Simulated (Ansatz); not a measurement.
The system is Zr.

```xyz
2
Lattice="3.2320 0.0000 0.0000 -1.6160 2.7990 0.0000 0.0000 0.0000 5.1470" Properties=species:S:1:pos:R:3 pbc="T T T"
Zr   -0.0078    1.8869    1.3068
Zr    1.6238    0.9121    3.8402
```

The cell isn't the ideal one: atom 2 moved 0.06 Å.

Base run:

| Property | Result |
| --- | --- |
| Program | Ansatz 0.2.0 |
| Functional | PBEsol |
| Potentials or basis | Ansatz PAW |
| Cutoff | 420 eV |
| Density cutoff | 1680 eV |
| k mesh | 9 × 9 × 5 |
| Occupations | fermi-dirac, width 0.05 eV |
| Spin | no spin polarisation |

Its results: band gap on the k mesh none (metal or under the smearing width); pressure -3.2 GPa; largest force 0.151 eV/Å.

Task: The run is repeated on the same cell with these changes: functional from PBEsol to r2SCAN; cutoff from 420 eV to 500 eV; density cutoff from 1680 eV to 2000 eV. What comes out?

Result: Band gap on the k mesh none (metal or under the smearing width); pressure 0.9 GPa; largest force 0.156 eV/Å.

Caveats: the PAW data sets come from PBE, with cores solved anew for the run's functional, which leaves a small shift of forces and pressure.

Not every run made on this cell is shown here.
